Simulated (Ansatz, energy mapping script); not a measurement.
# MnS (Browneite): J from the energies of magnetic orders, part 2 of 3

Wanted: the magnetic order of MnS (Browneite), its couplings and an estimate of its ordering temperature, by PBE+U (4 eV).

PBE with U = 4 eV on Mn d, ortho-atomic projectors; plane waves, U on orthogonalised atomic orbitals unless named otherwise, collinear spin, no spin–orbit coupling.

So far. Step 4 (Run 1 (parallel; cell A, 4 atoms)): The run ends ferromagnetic.

## 5. Compensated +− start in cell A (4 atoms)

This order reverses 8 of the 12 neighbours at 3.96 Å, 0 of the 6 neighbours at 5.60 Å and 16 of the 24 neighbours at 6.86 Å, counted for an average magnetic atom.

input.yaml reads:

```yaml
crystal:
  lattice:
    - [0.0, -2.8, -2.8]
    - [0.0, 2.8, -2.8]
    - [5.6, 0.0, 0.0]
  atoms:
    - { symbol: Mn, position: [0.5, 0.5, 0.5], spin: 4.5 }
    - { symbol: Mn, position: [0.0, 0.0, 0.0], spin: -4.5 }
    - { symbol: S, position: [0.0, 0.5, 0.75] }
    - { symbol: S, position: [0.5, 0.0, 0.25] }
magnetization:
  spin_polarized: true
kpoints:
  mp_grid: { grid: [7, 7, 5] }
hamiltonian:
  xc: pbe
  hubbard:
    sites:
      - { species: Mn, l: d, u_eff: 4.0 }
      - { site: 0, l: d, u_eff: 4.0, starting_ns: [{ spin: up, occupation_matrix: mn1_major }, { spin: down, occupation_matrix: mn1_minor }] }
      - { site: 1, l: d, u_eff: 4.0, starting_ns: [{ spin: up, occupation_matrix: mn1_minor }, { spin: down, occupation_matrix: mn1_major }] }
    projectors: ortho-atomic
    occupation_matrices:
      mn1_major:
        matrix:
          - [0.996, 0.0, 0.0, 0.0, 0.0]
          - [0.0, 0.993, 0.0, 0.0, 0.0]
          - [0.0, 0.0, 0.993, 0.0, 0.0]
          - [0.0, 0.0, 0.0, 0.996, 0.0]
          - [0.0, 0.0, 0.0, 0.0, 0.993]
      mn1_minor:
        matrix:
          - [0.025, 0.0, 0.0, 0.0, 0.0]
          - [0.0, 0.078, 0.0, 0.0, 0.0]
          - [0.0, 0.0, 0.078, 0.0, 0.0]
          - [0.0, 0.0, 0.0, 0.025, 0.0]
          - [0.0, 0.0, 0.0, 0.0, 0.078]
scf:
  occupations: { method: fermi_dirac, width: 0.05 }
output:
  eigenvalues: true
  write_density: true
  write_potential: true
  elf: true
  volumetric_format: npy
```

Launch:

```sh
$ ansatz run input.yaml --threads 4 --pin off --max-ram 8192MiB --backend cpu --events-out ev --progress --plain --runs-dir out
```

Numbers of over 12 decimals in the logs are rounded to 6 here.

The program printed:

```text
[...]
Crystal: 4 atoms, lattice volume = 87.808 Å³
Basis set: ecut = 420 eV, 1715 PW (Γ)
Bands: 31, of which v1, the nominal top of the filled ones, is band 21 counted from 1 (20 counted from 0)
Symmetry: 8 space group operations
[...]
k-points: 30 of 245 (time reversal used)
[...]
Starting moments: Σ|m| = 9 μB on 2 of 4 sites
Starting magnetic order: antiferromagnet; a translation exchanges its spin sublattices: spin-degenerate at every k-point
[...]
the translation (0.5, 0.5, 0.5) carries every atom to within crystal.symmetry.tolerance of an atom of its element with the starting moment reversed, but both spin channels are solved: the dense FFT box has an odd point count along it
SCF iter   1: F=—  HF=-9602.774542 eV  |F-HF|=—  |Δ(HF+E_count)|=         —  Δρ=4.32e-2 (↑4.32e-2 ↓4.32e-2)  dr2=4.84e0  dr2_m=2.62e-1  M=0.000 μB ∫|m|=9.239 μB  β_m=1.00  ethr=3.10e-3  ⟨swp⟩=5.2  Hψ=7300  notcnv=0
[...]
SCF iter  13: F=-9602.456326 eV  HF=-9602.456326 eV  |F-HF|=5.34e-9  |Δ(HF+E_count)|=   2.58e-7  Δρ=2.32e-6 (↑2.32e-6 ↓2.24e-6)  dr2=1.18e-8  dr2_m=8.07e-10  M=0.000 μB ∫|m|=9.646 μB  ethr=2.38e-10  ⟨swp⟩=7.5  Hψ=7371  notcnv=0
SCF 1 converged in 13 iterations: F = -9602.456326 eV  dr2 = 1.18e-8
[...]
SCF converged after 13 iterations
Magnetization: 0.0000 μB (21.0000 up, 21.0000 down)
Absolute magnetization: 9.6460 μB (∫|ρ↑−ρ↓|, with the PAW one-centre terms)
[...]
Per-site moments (μB) at R_I (Å): [(4.280218, 1.000259), (-4.280218, 1.000259), (1.951334297339597e-6, 1.000259), (1.951334296929742e-6, 1.000259)]
Free energy (F): -9602.456326 eV
[...]
Internal energy: -9602.456326 eV  (E = F + TS)
E sigma→0 (E₀):  -9602.456326 eV
Fermi energy:    7.544881 eV
[...]
--- Specified on-site occupations, and those of the state reported ---
  electrons in the specified blocks: 10.5100 specified, 10.6003 found
[...]
--- Band table (eV; the first three rows and the last of 60) ---
  k-point 0 ↑: bands = [... 17 lower, 4.2091, 5.7239, 6.0862, 6.0862, 8.8666, 9.6157, 9.7629, 10.1979, ... 6 higher]
  k-point 1 ↑: bands = [... 17 lower, 4.2494, 5.4782, 6.0637, 6.0637, 9.2405, 9.7730, 9.9968, 10.1961, ... 6 higher]
  k-point 2 ↑: bands = [... 17 lower, 4.3167, 5.1247, 6.0249, 6.0249, 9.7781, 10.0981, 10.1932, 10.7019, ... 6 higher]
  k-point 29 ↓: bands = [... 17 lower, 3.7301, 4.1271, 4.4566, 4.6436, 9.4402, 9.4810, 10.0265, 10.2640, ... 6 higher]
Occupation matrices written to <dir>
```

The job ended after 5.5 s (4 threads of Arm Neoverse V2, shared host; peak memory 0.43 GiB).

Spin moment in the sphere by atom:

| atom | spin moment in the sphere (μB) |
| --- | --- |
| Mn1 | 4.28 |
| Mn2 | -4.28 |
| S3 | 0.00 |
| S4 | 0.00 |

The run ends antiferromagnetic, 104.45 meV a magnetic atom below the parallel order of its cell.

Spin density in the ac plane of the conventional cell at fractional y = 0.000, with atoms of Mn within 0.2 Å of it.

Values in e/Å³, 16 rows by 16 columns, each cell a mean:
```
-5.4 -2.1 -0.4 -0.1  0.0  0.0  0.0  0.0  0.0  0.0  0.0  0.0  0.0 -0.2 -1.0 -4.0
-1.3 -0.6 -0.2  0.0  0.0  0.0  0.0  0.0  0.0  0.0  0.0  0.0  0.0 -0.1 -0.3 -1.0
-0.2 -0.1 -0.1  0.0  0.0  0.0  0.0  0.0  0.0  0.0  0.0  0.0  0.0  0.0 -0.1 -0.2
 0.0  0.0  0.0  0.0  0.0  0.0  0.0  0.0  0.0  0.0  0.0  0.0  0.0  0.0  0.0  0.0
 0.0  0.0  0.0  0.0  0.0  0.0  0.0  0.1  0.1  0.1  0.0  0.0  0.0  0.0  0.0  0.0
 0.0  0.0  0.0  0.0  0.0  0.1  0.2  0.4  0.5  0.3  0.1  0.0  0.0  0.0  0.0  0.0
 0.0  0.0  0.0  0.0  0.0  0.1  0.6  2.1  2.8  1.2  0.3  0.1  0.0  0.0  0.0  0.0
 0.0  0.0  0.0  0.0  0.1  0.2  1.3  5.4  7.4  2.8  0.5  0.1  0.0  0.0  0.0  0.0
 0.0  0.0  0.0  0.0  0.0  0.2  1.0  4.0  5.4  2.1  0.4  0.1  0.0  0.0  0.0  0.0
 0.0  0.0  0.0  0.0  0.0  0.1  0.3  1.0  1.3  0.6  0.2  0.0  0.0  0.0  0.0  0.0
 0.0  0.0  0.0  0.0  0.0  0.0  0.1  0.2  0.2  0.1  0.1  0.0  0.0  0.0  0.0  0.0
 0.0  0.0  0.0  0.0  0.0  0.0  0.0  0.0  0.0  0.0  0.0  0.0  0.0  0.0  0.0  0.0
-0.1 -0.1  0.0  0.0  0.0  0.0  0.0  0.0  0.0  0.0  0.0  0.0  0.0  0.0  0.0 -0.1
-0.5 -0.3 -0.1  0.0  0.0  0.0  0.0  0.0  0.0  0.0  0.0  0.0  0.0 -0.1 -0.2 -0.4
-2.8 -1.2 -0.3 -0.1  0.0  0.0  0.0  0.0  0.0  0.0  0.0  0.0  0.0 -0.1 -0.6 -2.1
-7.4 -2.8 -0.5 -0.1  0.0  0.0  0.0  0.0  0.0  0.0  0.0  0.0 -0.1 -0.2 -1.3 -5.4
```
Columns run along a (5.6 Å), rows up along c (5.6 Å), edges of the conventional cell, whose origin can differ from the input's. Atoms in or near the plane, at fractional coordinates: Mn at (0.50, 0.50), Mn at (0.00, 0.00).

ELF in the ac plane of the conventional cell at fractional y = 0.000, with atoms of Mn within 0.2 Å of it. It is the smooth field of the valence electrons, not physical close to the nuclei.

Values, 16 rows by 16 columns, each cell a mean:
```
0.80 0.60 0.27 0.13 0.13 0.09 0.04 0.02 0.01 0.03 0.06 0.12 0.13 0.17 0.45 0.74
0.50 0.35 0.18 0.21 0.26 0.21 0.11 0.04 0.03 0.07 0.16 0.25 0.25 0.17 0.25 0.45
0.18 0.16 0.22 0.38 0.44 0.37 0.21 0.09 0.07 0.14 0.30 0.42 0.43 0.30 0.17 0.17
0.11 0.18 0.34 0.50 0.54 0.45 0.26 0.13 0.11 0.19 0.36 0.51 0.54 0.43 0.25 0.13
0.09 0.18 0.35 0.49 0.50 0.38 0.21 0.13 0.13 0.16 0.30 0.46 0.51 0.43 0.25 0.12
0.05 0.11 0.23 0.35 0.34 0.22 0.18 0.27 0.31 0.22 0.18 0.29 0.36 0.30 0.16 0.06
0.02 0.05 0.11 0.17 0.18 0.16 0.35 0.61 0.67 0.48 0.22 0.16 0.19 0.14 0.07 0.03
0.01 0.02 0.05 0.09 0.11 0.18 0.50 0.80 0.86 0.67 0.31 0.12 0.10 0.06 0.03 0.01
0.01 0.03 0.06 0.12 0.13 0.17 0.45 0.74 0.80 0.60 0.27 0.13 0.13 0.09 0.04 0.02
0.03 0.07 0.16 0.25 0.25 0.17 0.25 0.45 0.50 0.35 0.18 0.21 0.26 0.21 0.11 0.04
0.07 0.14 0.30 0.42 0.43 0.30 0.17 0.17 0.18 0.16 0.22 0.38 0.44 0.37 0.21 0.09
0.11 0.19 0.36 0.51 0.54 0.43 0.25 0.13 0.11 0.18 0.34 0.50 0.54 0.45 0.26 0.13
0.13 0.16 0.30 0.46 0.51 0.43 0.25 0.12 0.09 0.18 0.35 0.49 0.50 0.38 0.21 0.13
0.31 0.22 0.18 0.29 0.36 0.30 0.16 0.06 0.05 0.11 0.23 0.35 0.34 0.22 0.18 0.27
0.67 0.48 0.22 0.16 0.19 0.14 0.07 0.03 0.02 0.05 0.11 0.17 0.18 0.16 0.35 0.61
0.86 0.67 0.31 0.12 0.10 0.06 0.03 0.01 0.01 0.02 0.05 0.09 0.11 0.18 0.50 0.80
```
Columns run along a (5.6 Å), rows up along c (5.6 Å), edges of the conventional cell, whose origin can differ from the input's. Atoms in or near the plane, at fractional coordinates: Mn at (0.50, 0.50), Mn at (0.00, 0.00).

## 6. Parallel start in cell B (4 atoms)

The parallel order again, as the reference for this cell.

This run holds the same structure in another cell (c 5.600 → 6.859 Å, α 90.0 → 73.2°, β 90.0 → 73.2°, γ 90.0 → 60.0°).

input.yaml reads:

```yaml
crystal:
  lattice:
    - [0.0, -2.8, -2.8]
    - [-2.8, 0.0, -2.8]
    - [2.8, 2.8, -5.6]
  atoms:
    - { symbol: Mn, position: [0.5, 0.5, 0.5], spin: 4.5 }
    - { symbol: Mn, position: [0.0, 0.0, 0.0], spin: 4.5 }
    - { symbol: S, position: [0.125, 0.125, 0.625] }
    - { symbol: S, position: [0.625, 0.625, 0.125] }
magnetization:
  spin_polarized: true
kpoints:
  mp_grid: { grid: [8, 8, 8] }
hamiltonian:
  xc: pbe
  hubbard:
    sites:
      - { species: Mn, l: d, u_eff: 4.0 }
      - { site: 0, l: d, u_eff: 4.0, starting_ns: [{ spin: up, occupation_matrix: mn1_major }, { spin: down, occupation_matrix: mn1_minor }] }
      - { site: 1, l: d, u_eff: 4.0, starting_ns: [{ spin: up, occupation_matrix: mn1_major }, { spin: down, occupation_matrix: mn1_minor }] }
    projectors: ortho-atomic
    occupation_matrices:
      mn1_major:
        matrix:
          - [0.996, 0.0, 0.0, 0.0, 0.0]
          - [0.0, 0.993, 0.0, 0.0, 0.0]
          - [0.0, 0.0, 0.993, 0.0, 0.0]
          - [0.0, 0.0, 0.0, 0.996, 0.0]
          - [0.0, 0.0, 0.0, 0.0, 0.993]
      mn1_minor:
        matrix:
          - [0.025, 0.0, 0.0, 0.0, 0.0]
          - [0.0, 0.078, 0.0, 0.0, 0.0]
          - [0.0, 0.0, 0.078, 0.0, 0.0]
          - [0.0, 0.0, 0.0, 0.025, 0.0]
          - [0.0, 0.0, 0.0, 0.0, 0.078]
scf:
  occupations: { method: fermi_dirac, width: 0.05 }
output:
  eigenvalues: true
```

The program printed:

```text
[...]
Crystal: 4 atoms, lattice volume = 87.808 Å³
Basis set: ecut = 420 eV, 1731 PW (Γ)
Bands: 31, of which v1, the nominal top of the filled ones, is band 21 counted from 1 (20 counted from 0)
Symmetry: 12 space group operations
[...]
k-points: 65 of 512 (time reversal used)
[...]
Starting moments: Σ|m| = 9 μB on 2 of 4 sites
[...]
k-point 0 ↑: bands = [... 17 lower, 1.9913, 2.0913, 2.0913, 2.5100, 6.1997, 6.1997, 7.2151, 7.2151, ... 6 higher]
  k-point 1 ↑: bands = [... 17 lower, 1.9893, 2.0798, 2.0798, 2.7924, 6.2378, 6.2378, 6.8913, 7.1735, ... 6 higher]
  k-point 2 ↑: bands = [... 17 lower, 1.9854, 2.0511, 2.0511, 3.3597, 6.2528, 6.3455, 6.3455, 7.0575, ... 6 higher]
  k-point 64 ↓: bands = [... 17 lower, 9.2806, 9.7593, 9.7743, 10.0146, 10.1127, 10.6146, 10.6940, 10.7508, ... 6 higher]
Occupation matrices written to <dir>
[key lines of the parts left out:]
SCF converged after 13 iterations
Magnetization: 10.0000 μB (26.0000 up, 16.0000 down)
Free energy (F): -9602.247512 eV
Fermi energy:    7.863489 eV
```

Elapsed: 11 s, on 4 threads; peak memory 0.56 GiB; 41 s of CPU time.

The run ends ferromagnetic. For each magnetic atom its energy differs from the parallel run of the first cell by -0.05 meV, an error that one common reference would have brought in.

## 7. Order 4: compensated +−, cell B of 4 atoms

This order reverses 6 of the 12 neighbours at 3.96 Å, 6 of the 6 neighbours at 5.60 Å and 12 of the 24 neighbours at 6.86 Å, counted for an average magnetic atom.

input.yaml: that of step 6 with these lines changed.

```diff
@@ -7,3 +7,3 @@
     - { symbol: Mn, position: [0.5, 0.5, 0.5], spin: 4.5 }
-    - { symbol: Mn, position: [0.0, 0.0, 0.0], spin: 4.5 }
+    - { symbol: Mn, position: [0.0, 0.0, 0.0], spin: -4.5 }
     - { symbol: S, position: [0.125, 0.125, 0.625] }
@@ -20,3 +20,3 @@
       - { site: 0, l: d, u_eff: 4.0, starting_ns: [{ spin: up, occupation_matrix: mn1_major }, { spin: down, occupation_matrix: mn1_minor }] }
-      - { site: 1, l: d, u_eff: 4.0, starting_ns: [{ spin: up, occupation_matrix: mn1_major }, { spin: down, occupation_matrix: mn1_minor }] }
+      - { site: 1, l: d, u_eff: 4.0, starting_ns: [{ spin: up, occupation_matrix: mn1_minor }, { spin: down, occupation_matrix: mn1_major }] }
     projectors: ortho-atomic
```

The program printed:

```text
[...]
Crystal: 4 atoms, lattice volume = 87.808 Å³
Basis set: ecut = 420 eV, 1731 PW (Γ)
Bands: 31, of which v1, the nominal top of the filled ones, is band 21 counted from 1 (20 counted from 0)
Symmetry: 6 space group operations
[...]
k-points: 65 of 512 (time reversal used)
[...]
Starting moments: Σ|m| = 9 μB on 2 of 4 sites
[...]
k-point 0 ↑: bands = [... 17 lower, 4.6899, 5.8972, 6.6098, 6.6098, 8.8600, 10.0476, 10.0476, 10.4948, ... 6 higher]
  k-point 1 ↑: bands = [... 17 lower, 4.6863, 5.7742, 6.6088, 6.6088, 9.0127, 10.0531, 10.0531, 10.4943, ... 6 higher]
  k-point 2 ↑: bands = [... 17 lower, 4.6775, 5.4858, 6.6063, 6.6063, 9.3846, 10.0660, 10.0660, 10.4873, ... 6 higher]
  k-point 64 ↓: bands = [... 17 lower, 3.7220, 4.5784, 4.7654, 5.1333, 9.1769, 9.6726, 10.0275, 10.3316, ... 6 higher]
Occupation matrices written to <dir>
[key lines of the parts left out:]
SCF converged after 14 iterations
Magnetization: 0.0000 μB (21.0000 up, 21.0000 down)
Free energy (F): -9602.408312 eV
Fermi energy:    7.797720 eV
```

The job ended after 12 s (4 threads; peak memory 0.58 GiB; 47 s of CPU time).

The run ends antiferromagnetic, 80.40 meV a magnetic atom below the parallel order of its cell.

## 8. Order 5: parallel, cell C of 6 atoms

The parallel order again, as the reference for this cell.

input.yaml reads:

```yaml
crystal:
  lattice:
    - [0.0, -2.8, -2.8]
    - [-5.6, 0.0, 0.0]
    - [2.8, 5.6, -2.8]
  atoms:
    - { symbol: Mn, position: [0.666666667, 0.666666667, 0.333333333], spin: 4.5 }
    - { symbol: Mn, position: [0.333333333, 0.333333333, 0.666666667], spin: 4.5 }
    - { symbol: Mn, position: [0.0, 0.0, 0.0], spin: 4.5 }
    - { symbol: S, position: [0.166666667, 0.416666667, 0.333333333] }
    - { symbol: S, position: [0.833333333, 0.083333333, 0.666666667] }
    - { symbol: S, position: [0.5, 0.75, 0.0] }
magnetization:
  spin_polarized: true
kpoints:
  mp_grid: { grid: [7, 7, 7] }
hamiltonian:
  xc: pbe
  hubbard:
    sites:
      - { species: Mn, l: d, u_eff: 4.0 }
      - { site: 0, l: d, u_eff: 4.0, starting_ns: [{ spin: up, occupation_matrix: mn1_major }, { spin: down, occupation_matrix: mn1_minor }] }
      - { site: 1, l: d, u_eff: 4.0, starting_ns: [{ spin: up, occupation_matrix: mn1_major }, { spin: down, occupation_matrix: mn1_minor }] }
      - { site: 2, l: d, u_eff: 4.0, starting_ns: [{ spin: up, occupation_matrix: mn1_major }, { spin: down, occupation_matrix: mn1_minor }] }
    projectors: ortho-atomic
    occupation_matrices:
      mn1_major:
        matrix:
          - [0.996, 0.0, 0.0, 0.0, 0.0]
          - [0.0, 0.993, 0.0, 0.0, 0.0]
          - [0.0, 0.0, 0.993, 0.0, 0.0]
          - [0.0, 0.0, 0.0, 0.996, 0.0]
          - [0.0, 0.0, 0.0, 0.0, 0.993]
      mn1_minor:
        matrix:
          - [0.025, 0.0, 0.0, 0.0, 0.0]
          - [0.0, 0.078, 0.0, 0.0, 0.0]
          - [0.0, 0.0, 0.078, 0.0, 0.0]
          - [0.0, 0.0, 0.0, 0.025, 0.0]
          - [0.0, 0.0, 0.0, 0.0, 0.078]
scf:
  occupations: { method: fermi_dirac, width: 0.05 }
output:
  eigenvalues: true
```

The program printed:

```text
[...]
Crystal: 6 atoms, lattice volume = 131.712 Å³
Basis set: ecut = 420 eV, 2601 PW (Γ)
Bands: 46, of which v1, the nominal top of the filled ones, is band 32 counted from 1 (31 counted from 0)
Symmetry: 12 space group operations
[...]
k-points: 64 of 343 (time reversal used)
[...]
Starting moments: Σ|m| = 13.5 μB on 3 of 6 sites
[...]
k-point 0 ↑: bands = [... 28 lower, 2.3204, 2.3204, 3.0062, 3.0062, 4.1483, 4.1483, 5.5206, 5.5206, ... 10 higher]
  k-point 1 ↑: bands = [... 28 lower, 2.1658, 2.6304, 2.8405, 3.4030, 4.1473, 4.3884, 5.1512, 5.9201, ... 10 higher]
  k-point 2 ↑: bands = [... 28 lower, 2.1449, 2.4003, 3.2064, 3.9236, 4.3629, 4.8495, 4.8596, 6.0297, ... 10 higher]
  k-point 63 ↓: bands = [... 28 lower, 9.7727, 10.0552, 10.0552, 10.1080, 10.1080, 10.6122, 10.6122, 10.8567, ... 10 higher]
Occupation matrices written to <dir>
[key lines of the parts left out:]
SCF converged after 13 iterations
Magnetization: 15.0000 μB (39.0000 up, 24.0000 down)
Free energy (F): -14403.371297 eV
Fermi energy:    7.862833 eV
```

It took 24 s on 4 threads; peak memory 0.85 GiB; 92 s of CPU time.

The run ends ferromagnetic. For each magnetic atom its energy differs from the parallel run of the first cell by -0.06 meV, an error that one common reference would have brought in.

## 9. Uncompensated ++− start in cell C (6 atoms)

This order reverses 6.67 of the 12 neighbours at 3.96 Å, 2.67 of the 6 neighbours at 5.60 Å and 8 of the 24 neighbours at 6.86 Å, counted for an average magnetic atom.

input.yaml: that of step 8 with these lines changed.

```diff
@@ -8,3 +8,3 @@
     - { symbol: Mn, position: [0.333333333, 0.333333333, 0.666666667], spin: 4.5 }
-    - { symbol: Mn, position: [0.0, 0.0, 0.0], spin: 4.5 }
+    - { symbol: Mn, position: [0.0, 0.0, 0.0], spin: -4.5 }
     - { symbol: S, position: [0.166666667, 0.416666667, 0.333333333] }
@@ -23,3 +23,3 @@
       - { site: 1, l: d, u_eff: 4.0, starting_ns: [{ spin: up, occupation_matrix: mn1_major }, { spin: down, occupation_matrix: mn1_minor }] }
-      - { site: 2, l: d, u_eff: 4.0, starting_ns: [{ spin: up, occupation_matrix: mn1_major }, { spin: down, occupation_matrix: mn1_minor }] }
+      - { site: 2, l: d, u_eff: 4.0, starting_ns: [{ spin: up, occupation_matrix: mn1_minor }, { spin: down, occupation_matrix: mn1_major }] }
     projectors: ortho-atomic
```

The program printed:

```text
[...]
Crystal: 6 atoms, lattice volume = 131.712 Å³
Basis set: ecut = 420 eV, 2601 PW (Γ)
Bands: 46, of which v1, the nominal top of the filled ones, is band 32 counted from 1 (31 counted from 0)
Symmetry: 4 space group operations
[...]
k-points: 64 of 343 (time reversal used)
[...]
Starting moments: Σ|m| = 13.5 μB on 3 of 6 sites
[...]
k-point 0 ↑: bands = [... 28 lower, 4.1847, 4.6832, 5.3128, 6.2560, 6.3095, 6.5879, 8.7530, 9.8718, ... 10 higher]
  k-point 1 ↑: bands = [... 28 lower, 4.2475, 4.5902, 5.4039, 6.0824, 6.2052, 6.5838, 9.0079, 9.8587, ... 10 higher]
  k-point 2 ↑: bands = [... 28 lower, 4.4309, 4.4352, 5.5590, 5.6284, 6.0634, 6.5736, 9.4749, 9.7745, ... 10 higher]
  k-point 63 ↓: bands = [... 28 lower, 5.3107, 9.3487, 9.4044, 9.8018, 9.8591, 9.9850, 10.1953, 10.3777, ... 10 higher]
Occupation matrices written to <dir>
[key lines of the parts left out:]
SCF converged after 14 iterations
Magnetization: 5.0000 μB (34.0000 up, 29.0000 down)
Free energy (F): -14403.638500 eV
Fermi energy:    7.704258 eV
```

Wall time 26 s (4 threads); peak memory 0.89 GiB.

The run ends ferrimagnetic, 89.07 meV a magnetic atom below the parallel order of its cell.

(Continued in part 3 of 3.)

[Logs and program files are shortened in this print: banners, set-up blocks, solver, clock and traceback lines can be left out without a mark of their own.]

[Logs are printed without paths, hosts, clocks, repeated set-up lines and the standing remarks that a program may print on its own settings, such as how far it seeks lower states.]

[Hosts, paths, dates, database ids (printed as entryN), source tags and the programs' standing remarks are cut or masked in the printed files.]

[Where a cell is said to come from a database of computed structures, the database is the Materials Project.]
